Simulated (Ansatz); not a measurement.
A run of Ansatz 0.2.0 is set up as follows.

Contents of input.yaml:

```yaml
crystal:
  lattice:
    - [3.653659, 0.0, 0.0]
    - [0.0, 3.653659, 0.0]
    - [0.0, 0.0, 3.653659]
  atoms:
    - { symbol: Pb, position: [0.0, 0.0, 0.0] }
    - { symbol: S, position: [0.5, 0.5, 0.5] }
hamiltonian:
  xc: lda
  pseudopotentials: { kind: paw_fr }
magnetization:
  noncollinear: true
  spin_orbit: true
kpoints:
  mp_grid: { grid: [5, 5, 5] }
  band_path:
    path:
      - [[0.0, 0.0, 0.0], [0.0, 0.5, 0.0], [0.5, 0.5, 0.0], [0.0, 0.0, 0.0], [0.5, 0.5, 0.5], [0.0, 0.5, 0.0]]
      - [[0.5, 0.5, 0.0], [0.5, 0.5, 0.5]]
    npoints: 14
scf:
  occupations: { method: fermi_dirac, width: 0.05 }
  n_extra_bands: 6
output:
  forces: true
  stress: true
  eigenvalues: true
  fatbands: false
  write_density: true
  write_potential: true
  elf: true
  volumetric_format: npy
```

Potentials or basis: Ansatz PAW.

Launch:

```console
$ ansatz run input.yaml --threads 2 --pin off --max-ram 5632MiB --backend cpu --events-out ev --progress --plain --runs-dir out
```

Question: Estimate the pressure.

Answer: -5.9 GPa.

Question: Predict the band gap on the k mesh.

Answer: None (metal or under the smearing width).

Levels at the corners of the path, in eV from the Fermi level:
```csv
point,band 16,band 17,band 18,band 19,band 20,band 21,band 22,band 23,band 24,band 25
Γ,-1.74,-1.28,-1.28,-1.28,-1.28,4.91,4.91,5.70,5.70,5.70
X,-0.34,-0.25,-0.25,0.09,0.09,0.18,0.18,3.47,3.47,4.73
M,-4.46,-4.10,-4.10,-0.11,-0.11,3.44,3.44,4.74,4.74,6.33
Γ,-1.74,-1.28,-1.28,-1.28,-1.28,4.91,4.91,5.70,5.70,5.70
R,-2.18,-2.17,-2.17,-2.17,-2.17,-1.40,-1.40,0.18,0.18,0.18
X,-0.34,-0.25,-0.25,0.09,0.09,0.18,0.18,3.47,3.47,4.73
M,-4.46,-4.10,-4.10,-0.11,-0.11,3.44,3.44,4.74,4.74,6.33
R,-2.18,-2.17,-2.17,-2.17,-2.17,-1.40,-1.40,0.18,0.18,0.18
```

Caveat: the PAW data sets come from PBE, with cores solved anew for the run's functional, which leaves a small shift of forces and pressure.
